**CdS: where does nonlocal correlation put the band gap?**

Some density functionals built for layered crystals and adsorbed molecules contain a correlation term that links distant parts of the electron cloud. Two of them, vdW-DF and vdW-DF-cx, are to be placed in a series for wurtzite cadmium sulfide in which the atoms stay fixed and only the functional changes. Does nonlocal correlation carry the gap up towards the meta-GGAs, or does it leave it among the ordinary gradient-corrected functionals? The question matters in practice, because a functional chosen for good binding may then be used for the bands as well.

Wurtzite CdS in a fixed four-atom cell, computed with GPAW 26.7.0 using plane-wave PAW DFT, a 600 eV cutoff, a 5 × 5 × 3 k mesh and Fermi–Dirac smearing of 0.05 eV. No separate dispersion correction is added. The gaps are taken along a path of special points and include spin–orbit coupling by second variation.

```
functional                                           potentials  gap on path (eV)
       LDA                 GPAW-PAW-data-sets-(gpaw-data-1.2.1)             0.874
       PBE                 GPAW-PAW-data-sets-(gpaw-data-1.2.1)             1.159
    r2SCAN                 GPAW-PAW-data-sets-(gpaw-data-1.2.1)             1.607
      BP86  PAW-data-sets-made-by gpaw-setup-for-the-functional             1.081
     M06-L                 GPAW-PAW-data-sets-(gpaw-data-1.2.1)             1.710
       MS2                 GPAW-PAW-data-sets-(gpaw-data-1.2.1)             1.501
      PW91  PAW-data-sets-made-by gpaw-setup-for-the-functional             1.120
      SCAN                 GPAW-PAW-data-sets-(gpaw-data-1.2.1)             1.527
        WC  PAW-data-sets-made-by gpaw-setup-for-the-functional             0.998
optB88-vdW                 GPAW-PAW-data-sets-(gpaw-data-1.2.1)             1.092
    vdW-DF                 GPAW-PAW-data-sets-(gpaw-data-1.2.1)                 ?
 vdW-DF-cx                 GPAW-PAW-data-sets-(gpaw-data-1.2.1)                 ?
```

The gap on path is the energy between the highest filled and the lowest empty level found along the sampled path. The direct gap requires both levels to belong to the same crystal momentum. It equals the gap on path in every row known at the start, so it is not listed separately.

**Two groups with a space between them**

LDA, whose exchange and correlation depend only on the local density, gives the smallest known gap, 0.874 eV. The functionals that also use the density gradient come next, with PBE highest among them at 1.159 eV. The four meta-GGAs start 0.34 eV above PBE. The step between the groups is therefore larger than the whole rise from LDA to PBE, which is 0.285 eV.

The likely reason for the upper group, argued from theory and not proved by the table, lies in what a meta-GGA knows about the electrons. Besides the density and its gradient it uses the kinetic-energy density, which is built from the orbitals themselves. The potential then acts on an electron in a way that depends on the shape of its orbital. This adds a way of moving filled and empty states apart that one common potential lacks. In such a generalised Kohn–Sham scheme the gap usually opens, because it takes in part of the jump that the exact potential makes when an electron is added. The exact height of the step here is less certain than its presence, since the atomic data sets were not generated for meta-GGAs.

Nonlocal correlation sounds more elaborate, but in this respect it is simpler. Its energy is a double integral over the density at two points, and no orbital enters. The resulting potential is one function of position, the same for every electron. The reason given for a wider gap is thus absent, and the two missing functionals are expected in the lower group. This is no strict limit, because a gradient functional with unusually steep exchange can also open the gap widely, but neither of the two is built that way. The known row with the same type of correlation, optB88-vdW, points the same way with a gap of 1.092 eV.

**A ruler for the lower group**

One clear difference between the functionals of the lower group is how strongly exchange responds to a density gradient. The lowest empty state of CdS has much cadmium s character, while the highest filled states are mainly sulfur p. The two band edges thus sample different parts of the density, and a gradient correction need not move them equally. This makes a response of the gap plausible; its direction and size are read from the rows.

Exchange strength can be put into one number. A gradient-corrected functional multiplies the LDA exchange energy at each point by a factor $F_x(s)$, where $s$ is the density gradient made dimensionless with the density itself. I define $X = F_x(1.5) - 1$, the fraction by which exchange is strengthened at $s = 1.5$. That value of $s$ stands for a moderately steep region; it was chosen, not derived from the CdS density.

A straight line was fitted by least squares to PBE, BP86, PW91, WC and optB88-vdW:

$$E_g \approx 0.7175\ \text{eV} + (1.297\ \text{eV})\,X .$$

LDA is left out because it lacks gradient corrections to correlation as well as to exchange, and the meta-GGAs because they use the orbitals. The slope has a standard error of 0.68 eV, about half its own size, so the line is a rough guide.

Two comparisons show why it is rough. PW91 and PBE have nearly the same $X$, yet their gaps differ by 0.04 eV. BP86 has stronger exchange than PBE and still gives a smaller gap. In both pairs the correlation and the atomic data sets change too, and the table does not separate these effects.

**The forecast worked through**

The exchange part of vdW-DF follows the formula $X = \mu s^2/(1 + \mu s^2/\kappa)$, with $\mu \approx 0.22$ and $\kappa \approx 1.2$. At $s = 1.5$ the product $\mu s^2$ is about 0.50, which gives $X \approx 0.50/(1 + 0.50/1.2) \approx 0.35$. With the more precise value 0.3536, the line yields

$$E_g \approx 0.7175 + 1.297 \times 0.3536 \approx 1.18\ \text{eV}.$$

This row was not part of the fit. For vdW-DF-cx, whose exchange is weaker at this gradient, $X$ is 0.2116 and the same step gives 0.99 eV.

The forecasts are these:

- vdW-DF: 1.18 eV, with a range of 1.08 to 1.28 eV. It should lie above optB88-vdW and too close to PBE to rank.
- vdW-DF-cx: 0.99 eV, with a range of 0.89 to 1.09 eV. It should lie below optB88-vdW and near WC.
- Both should lie below every meta-GGA.

The ranges are judgements based on the scatter of the five rows and on the free choice of $s$. They are not guaranteed limits.

The withheld rows as computed:

```
functional                            potentials  gap on path (eV)
    vdW-DF  GPAW-PAW-data-sets-(gpaw-data-1.2.1)             1.282
 vdW-DF-cx  GPAW-PAW-data-sets-(gpaw-data-1.2.1)             1.117
```

**What held and what failed**

The main answer holds with one reservation. vdW-DF reaches 1.282 eV and vdW-DF-cx 1.117 eV, while the lowest meta-GGA, MS2, stands at 1.501 eV. Neither gap has been carried up to the meta-GGAs, which agrees with the argument from the potential but does not prove it. Only vdW-DF-cx falls among the ordinary gradient-corrected functionals. vdW-DF lies above all of them, so the empty space below MS2 shrinks from 0.34 to 0.22 eV. The predicted place of vdW-DF above optB88-vdW is also right.

The numerical forecasts are less good. They are too low by 0.106 eV for vdW-DF and by 0.125 eV for vdW-DF-cx, or about 8% and 11% of the computed gaps. Both results fall outside their ranges, the first only just and the second by about 0.03 eV.

Two details of the ranking fail as well. vdW-DF-cx lies 0.025 eV above optB88-vdW instead of below it, and well above WC instead of near it. vdW-DF, which I had called too close to PBE to rank, is 0.12 eV higher than PBE.

The error bars were too narrow for a plain reason. Both functionals lie beyond the ends of the fitted range of $X$, one on the weak side and one on the strong side, and there an uncertain slope does the most harm. A wrong slope alone would have pushed the two misses in opposite directions, though, so it explains why the ranges should have been wider and not why both forecasts came out low. Leaving out each fitted row in turn had already given a typical miss of 0.07 eV. For two extrapolations from five scattered points, a wider range would have been more honest.

**Reading the misses**

The two errors have the same sign and nearly the same size. The difference between the two functionals therefore comes out much better than their level: the line gives $1.176 - 0.992 = 0.184$ eV, and the calculation gives $1.282 - 1.117 = 0.165$ eV. For this pair the line gets the difference nearly right and the level too low. With a slope uncertain by about half its size, the good difference may be partly luck.

The level of the line came mostly from functionals with ordinary gradient-dependent correlation. The forecast assumed that nonlocal correlation acts on the gap in the same way. If it leaves the gap higher than ordinary gradient-dependent correlation does, all functionals that contain it should lie above the line, and all three do. optB88-vdW lies only 0.03 eV above it, but that row helped to fix the line and so pulled it towards itself. The three rows therefore neither confirm nor exclude a common shift, and a different effect of correlation remains plausible without being established.

The failed order of vdW-DF-cx and optB88-vdW points to a second weakness. The potential felt by an electron depends on how $F_x$ changes with the gradient, and not only on its value at one point. The exchange of vdW-DF-cx starts weakly at small gradients and catches up at larger ones, so a single reading describes it poorly. This fits the failure, but it is an explanation made after the result was known.

Changing the ruler does not remove the problem. Reading exchange strength at $s = 1.0$ and refitting the same five rows gives 1.15 eV for vdW-DF and 0.93 eV for vdW-DF-cx. A line forced through LDA, with its slope fitted to those rows, gives 1.14 and 1.03 eV. Every version is too low for both functionals.

The atomic data sets are one more open point. The three functionals with nonlocal correlation carry the same general label, which does not name the functional the sets were made for. Their total energies, which GPAW counts from reference atoms stored with the sets, differ from the PBE value by more than 80 eV. Such an offset is expected when a set made for one functional is used with another, and its effect on the gap is not known here. A clean test would keep the data sets identical and change only one part of the functional at a time. The table does not contain that test.

**If the crystal were allowed to relax**

A neighbouring series would let each functional choose its own cell. In the runs shown here, LDA feels a pressure of about −3.3 GPa in the fixed cell, so it would contract; PBE feels about +1.8 GPa and would expand. The gap of CdS is known to grow under moderate compression, as long as the crystal keeps its wurtzite structure. Relaxation should therefore raise the LDA gap and lower the PBE gap, bringing the two closer together. A comparison of relaxed crystals mixes this change of volume with the direct effect of the functional, which the fixed cell keeps apart.

The absolute values need care. The measured gap of CdS is roughly 2.5 eV, a recalled round figure, and every functional in the table stays far below it. Spin–orbit coupling lowers the gaps of the ten rows known at the start by less than 0.02 eV, a minor matter beside the shortfall. That lowering is itself approximate. The makers of the data found spin–orbit splittings too wide in tests on other systems, though the records of these runs carry no such warning, and for the meta-GGAs the spin–orbit step leaves out the exchange-correlation potential. The shortfall is the familiar gap error of functionals of this kind.

To place a similar functional, first ask whether its potential depends on the orbitals. In this table that separates the upper group from the lower one without exception, though the table is a selection: runs that failed or met a known fault of the program, and some with graver warnings, were left out. The strength of gradient exchange then gives a rough position within the lower group, but the two new rows show that the estimate can be wrong by more than 0.1 eV and can reverse close neighbours.
